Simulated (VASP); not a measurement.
# ZnSe in VASP: one cell, several levels of theory, part 2 of 2

VASP 6.6.1, plane waves, PAW.

## 3. Single point with r2SCAN

INCAR

```
ENCUT = 520.000000
SIGMA = 0.010000
EDIFF = 1.00e-07
ALGO = Normal
METAGGA = R2SCAN
PREC = Accurate
IBRION = -1
ISIF = 2
ISMEAR = 0
NBANDS = 16
NELM = 120
NSW = 0
LASPH = .TRUE.
LCHARG = .FALSE.
LWAVE = .FALSE.
LREAL = .FALSE.
```

KPOINTS

```
KPOINTS created by Atomic Simulation Environment
0
Gamma
8 8 8
0 0 0
```

KPOINTS_OPT

```
special points
6
Reciprocal
0.0000000000 0.0000000000 0.0000000000 1
-0.5000000000 -0.5000000000 0.0000000000 1
-0.3750000000 -0.3750000000 0.2500000000 1
-0.3750000000 0.0000000000 0.3750000000 1
0.0000000000 0.0000000000 0.5000000000 1
-0.5000000000 -0.2500000000 0.2500000000 1
```

POSCAR

```
Zn Se
 1.0000000000000000
     0.0000000000000000    2.6907996505999998    2.6907996505999998
     2.6907996505999998    0.0000000000000000    2.6907996505999998
     2.6907996505999998    2.6907996505999998    0.0000000000000000
 Zn  Se
   1   1
Cartesian
  0.0000000000000000  0.0000000000000000  0.0000000000000000
  1.3453998252999999  1.3453998252999999  1.3453998252999999
```

Launch:

```
> mpirun -np 1 vasp_std
```

Printed to the terminal (iteration lines stand in OSZICAR):

```text
POSCAR found type information on POSCAR ZnSe
 POSCAR found :  2 types and       2 ions
 -----------------------------------------------------------------------------
|                                                                             |
|                                                                             |
|     You enforced a specific xc type in the INCAR file but a different       |
|     I HOPE YOU KNOW WHAT YOU ARE DOING!                                     |
|                                                                             |
 -----------------------------------------------------------------------------

 LDA part: xc-table for (None), standard interpolation
 POSCAR, INCAR and KPOINTS ok, starting setup
 FFT: planning ... GRIDC
 FFT: planning ... GRID_SOFT
 FFT: planning ... GRID
 WAVECAR not read
 entering main loop
 Start KPOINTS_OPT (optional k-point list driver)
k-point batch [1-6\6]
```

OSZICAR:

```text
N       E                     dE             d eps       ncg     rms          rms(c)
DAV:   1     0.694017406560E+02    0.69402E+02   -0.89777E+03   936   0.137E+03
DAV:   2    -0.219599473840E+02   -0.91362E+02   -0.85312E+02  1032   0.265E+02
DAV:   3    -0.273270159651E+02   -0.53671E+01   -0.53505E+01  1112   0.639E+01
DAV:   4    -0.273647047984E+02   -0.37689E-01   -0.37685E-01  1168   0.574E+00
DAV:   5    -0.273648446846E+02   -0.13989E-03   -0.13989E-03  1144   0.319E-01    0.681E+00
DAV:   6    -0.246814971906E+02    0.26833E+01   -0.13173E+00  1056   0.346E+01    0.583E+00
DAV:   7    -0.246454743199E+02    0.36023E-01   -0.32677E-01  1144   0.101E+01    0.273E+00
DAV:   8    -0.246541844538E+02   -0.87101E-02   -0.36250E-02  1104   0.176E+00    0.547E-01
DAV:   9    -0.246546564463E+02   -0.47199E-03   -0.47583E-03  1224   0.179E+00    0.104E-01
DAV:  10    -0.246547517506E+02   -0.95304E-04   -0.10710E-03  1144   0.423E-01    0.616E-02
DAV:  11    -0.246547740608E+02   -0.22310E-04   -0.54238E-04  1208   0.672E-01    0.567E-02
DAV:  12    -0.246547369687E+02    0.37092E-04   -0.23419E-04  1152   0.462E-01    0.672E-03
DAV:  13    -0.246547374154E+02   -0.44676E-06   -0.13391E-05  1152   0.503E-02    0.562E-03
DAV:  14    -0.246547368072E+02    0.60825E-06   -0.17256E-06  1208   0.289E-02    0.214E-03
DAV:  15    -0.246547373076E+02   -0.50042E-06   -0.11770E-07   760   0.300E-03    0.399E-04
DAV:  16    -0.246547371093E+02    0.19830E-06   -0.13905E-08   544   0.341E-03    0.169E-04
DAV:  17    -0.246547371333E+02   -0.23974E-07   -0.33676E-09   528   0.840E-04
   1 F= -.24654737E+02 E0= -.24654737E+02  d E =-.165860E-33
       N       E                     dE             ncg
DAV:   1     0.105837503598E+04   -0.34301E+04      192
DAV:   2     0.512769610201E+03   -0.54561E+03      200
DAV:   3     0.478335226560E+03   -0.34434E+02      256
DAV:   4     0.478083746885E+03   -0.25148E+00      224
DAV:   5     0.478082921099E+03   -0.82579E-03      264
DAV:   6     0.478082915726E+03   -0.53726E-05      224
DAV:   7     0.478082915683E+03   -0.43805E-07      224
```

Parts of OUTCAR:

```text
k-points           NKPTS =     29   k-points in BZ     NKDIM =     29   number of bands    NBANDS=     16

   NELECT =      18.0000    total number of electrons

   dimension x,y,z NGX =    28 NGY =   28 NGZ =   28
   dimension x,y,z NGXF=    56 NGYF=   56 NGZF=   56

  energy-cutoff  :      520.00
  volume of cell :       38.96
      direct lattice vectors                 reciprocal lattice vectors
     0.000000000  2.690799651  2.690799651    -0.185818368  0.185818368  0.185818368
     2.690799651  0.000000000  2.690799651     0.185818368 -0.185818368  0.185818368
     2.690799651  2.690799651  0.000000000     0.185818368  0.185818368 -0.185818368

 k-points in reciprocal lattice and weights: KPOINTS created by Atomic Simulation Env
   0.00000000  0.00000000  0.00000000       0.002
   0.12500000  0.00000000  0.00000000       0.016
   0.25000000  0.00000000  0.00000000       0.016
   0.37500000  0.00000000  0.00000000       0.016
   0.50000000  0.00000000  0.00000000       0.008
   0.12500000  0.12500000  0.00000000       0.012
   0.25000000  0.12500000  0.00000000       0.047
   0.37500000  0.12500000  0.00000000       0.047
[... 21 more k-points ...]

 E-fermi :   2.8589

 k-point     1 :       0.0000    0.0000    0.0000
  band No.  band energies     occupation
      1     -12.1117      2.00000
      2      -4.6197      2.00000
      3      -4.6197      2.00000
      4      -4.6197      2.00000
      5      -4.0419      2.00000
      6      -4.0419      2.00000
      7       2.7767      2.00000
      8       2.7768      2.00000
      9       2.7768      2.00000
     10       5.3569      0.00000
     11       8.9816      0.00000
     12       8.9818      0.00000
     13       8.9818      0.00000
     14      14.0564      0.00000
     15      15.1078      0.00000
     16      15.1078      0.00000

 k-point     2 :       0.1250    0.0000    0.0000
  band No.  band energies     occupation
      1     -11.9741      2.00000
      2      -4.6224      2.00000
      3      -4.5963      2.00000
      4      -4.5963      2.00000
      5      -4.0443      2.00000
      6      -4.0443      2.00000
      7       1.3879      2.00000
      8       2.5722      2.00000
      9       2.5722      2.00000
     10       6.2298      0.00000
     11       9.0795      0.00000
     12       9.3026      0.00000
     13       9.3027      0.00000
     14      14.1845      0.00000
     15      14.1845      0.00000
     16      14.9207      0.00000

 k-point     3 :       0.2500    0.0000    0.0000
  band No.  band energies     occupation
      1     -11.6108      2.00000
      2      -4.5858      2.00000
      3      -4.5446      2.00000
      4      -4.5446      2.00000
      5      -4.0427      2.00000
      6      -4.0426      2.00000
      7      -0.7076      2.00000
      8       2.1428      2.00000
      9       2.1429      2.00000
     10       6.4647      0.00000
     11       9.7312      0.00000
     12       9.7313      0.00000
     13      10.3843      0.00000
     14      13.9589      0.00000
     15      13.9590      0.00000
     16      14.4383      0.00000

 k-point     4 :       0.3750    0.0000    0.0000
  band No.  band energies     occupation
      1     -11.1901      2.00000
      2      -4.5027      2.00000
      3      -4.5027      2.00000
      4      -4.3726      2.00000
      5      -4.0268      2.00000
      6      -4.0267      2.00000
      7      -2.5126      2.00000
      8       1.7736      2.00000
      9       1.7736      2.00000
     10       6.2212      0.00000
     11       9.6626      0.00000
     12       9.6627      0.00000
     13      11.9101      0.00000
     14      14.4393      0.00000
     15      15.3743      0.00000
     16      15.3743      0.00000

 k-point     5 :       0.5000    0.0000    0.0000
  band No.  band energies     occupation
      1     -10.9930      2.00000
      2      -4.4891      2.00000
      3      -4.4891      2.00000
      4      -4.0150      2.00000
      5      -4.0149      2.00000
      6      -3.8370      2.00000
      7      -3.6570      2.00000
      8       1.6327      2.00000
      9       1.6328      2.00000
     10       6.1108      0.00000
     11       9.5489      0.00000
     12       9.5490      0.00000
     13      12.2055      0.00000
     14      15.4616      0.00000
     15      17.2336      0.00000
     16      17.2336      0.00000

 k-point     6 :       0.1250    0.1250    0.0000
  band No.  band energies     occupation
      1     -11.9280      2.00000
      2      -4.6457      2.00000
      3      -4.5768      2.00000
      4      -4.5768      2.00000
      5      -4.0602      2.00000
      6      -4.0310      2.00000
      7       1.4971      2.00000
      8       2.2029      2.00000
      9       2.2029      2.00000
     10       6.7416      0.00000
     11       8.1612      0.00000
     12       9.8432      0.00000
     13       9.8433      0.00000
     14      12.7888      0.00000
     15      15.3533      0.00000
     16      15.5339      0.00000

 k-point     7 :       0.2500    0.1250    0.0000
  band No.  band energies     occupation
      1     -11.6386      2.00000
      2      -4.6442      2.00000
      3      -4.5235      2.00000
      4      -4.5226      2.00000
      5      -4.0696      2.00000
      6      -4.0215      2.00000
      7      -0.1071      2.00000
      8       1.7034      2.00000
      9       1.8157      2.00000
     10       7.2842      0.00000
     11       8.2762      0.00000
     12      10.3004      0.00000
     13      10.5466      0.00000
     14      12.6637      0.00000
     15      15.2035      0.00000
     16      16.1380      0.00000

 k-point     8 :       0.3750    0.1250    0.0000
  band No.  band energies     occupation
      1     -11.2295      2.00000
      2      -4.5548      2.00000
      3      -4.4729      2.00000
      4      -4.4309      2.00000
      5      -4.0451      2.00000
      6      -4.0108      2.00000
      7      -1.9047      2.00000
      8       1.2779      2.00000
      9       1.3634      2.00000
     10       7.0708      0.00000
     11       9.0434      0.00000
     12      10.5716      0.00000
     13      10.7378      0.00000
     14      14.2538      0.00000
     15      15.7154      0.00000
     16      16.2027      0.00000

 k-point     9 :       0.5000    0.1250    0.0000
  band No.  band energies     occupation
      1     -10.9442      2.00000
      2      -4.4955      2.00000
      3      -4.4547      2.00000
      4      -4.1364      2.00000
      5      -4.0119      2.00000
      6      -3.8933      2.00000
      7      -3.2652      2.00000
      8       0.8315      2.00000
      9       1.3261      2.00000
     10       6.9525      0.00000
     11       8.9990      0.00000
     12      10.2284      0.00000
     13      12.3850      0.00000
     14      14.8127      0.00000
     15      16.8619      0.00000
     16      17.2433      0.00000

 k-point    10 :      -0.3750    0.1250    0.0000
  band No.  band energies     occupation
      1     -11.0106      2.00000
      2      -4.4889      2.00000
      3      -4.4682      2.00000
      4      -4.2202      2.00000
      5      -4.0374      2.00000
      6      -3.9811      2.00000
      7      -2.8790      2.00000
      8       0.6689      2.00000
      9       1.6038      2.00000
     10       7.0419      0.00000
     11       9.1779      0.00000
     12      10.0277      0.00000
     13      12.2369      0.00000
     14      14.8821      0.00000
     15      15.2504      0.00000
     16      17.4063      0.00000

 k-point    11 :      -0.2500    0.1250    0.0000
  band No.  band energies     occupation
      1     -11.3706      2.00000
      2      -4.5386      2.00000
      3      -4.5115      2.00000
      4      -4.4985      2.00000
      5      -4.0615      2.00000
      6      -4.0134      2.00000
      7      -1.3394      2.00000
      8       0.8853      2.00000
      9       2.0808      2.00000
     10       7.2678      0.00000
     11       9.5449      0.00000
     12       9.9088      0.00000
     13      10.4969      0.00000
     14      13.1606      0.00000
     15      15.3674      0.00000
     16      16.4208      0.00000

 k-point    12 :      -0.1250    0.1250    0.0000
  band No.  band energies     occupation
      1     -11.7602      2.00000
      2      -4.6214      2.00000
      3      -4.5671      2.00000
      4      -4.5497      2.00000
      5      -4.0600      2.00000
      6      -4.0311      2.00000
      7       0.3431      2.00000
      8       1.5936      2.00000
      9       2.5100      2.00000
     10       7.0595      0.00000
     11       8.8952      0.00000
     12       9.4814      0.00000
     13      10.1639      0.00000
     14      13.0402      0.00000
     15      14.3295      0.00000
     16      16.2210      0.00000

[... the tables of k-points 13 to 29 left out ...]

  Total        3.5043736      3.5043736      3.5043736     -0.0000000     -0.0000000      0.0000000
  in kB      144.0943305    144.0943305    144.0943305     -0.0000000     -0.0000000      0.0000000
  external PRESSURE =     144.0943305 kB  Pullay stress =       0.0000000 kB

 POSITION                                       TOTAL-FORCE (eV/Angst)
 -----------------------------------------------------------------------------------
      0.00000      0.00000      0.00000         0.000000      0.000000      0.000000
      1.34540      1.34540      1.34540        -0.000000     -0.000000     -0.000000
 -----------------------------------------------------------------------------------
    total drift:                                0.000022      0.000022      0.000022

  FREE ENERGIE OF THE ION-ELECTRON SYSTEM (eV)
  ---------------------------------------------------
  free  energy   TOTEN  =       -24.6547371333 eV

  energy  without entropy=      -24.6547371333  energy(sigma->0) =      -24.65473713
```

Wall time 67 s (1 MPI rank of Intel Xeon Platinum 8488C, shared host); peak memory 0.18 GiB.

The levels at the points of KPOINTS_OPT are read from vasprun.xml.

Near the gap, in eV above the top of the last filled band v; c is the band after it:

```csv
point,v−1,v,c,c+1
Γ,0.00,0.00,2.58,6.20
X,-2.87,-2.87,2.94,3.78
U,-3.99,-2.36,3.79,6.38
K,-3.99,-2.36,3.79,6.38
L,-1.14,-1.14,3.33,6.77
W,-3.54,-3.52,5.82,6.79
```

The r2SCAN gap is 2.58 eV, direct at Γ. The pressure is 14.41 GPa; the forces vanish within 0.01 eV/Å.

## 4. What came out

What follows sums up all 2 parts.

```
 level  gap (eV)  pressure (GPa)
   PBE      1.96           16.97
r2SCAN      2.58           14.41
```

In words: The gap runs from 1.96 eV (PBE) to 2.58 eV (r2SCAN). The pressure is highest with PBE (17.0 GPa) and lowest with r2SCAN (14.4 GPa), which orders the cells that they would relax to.
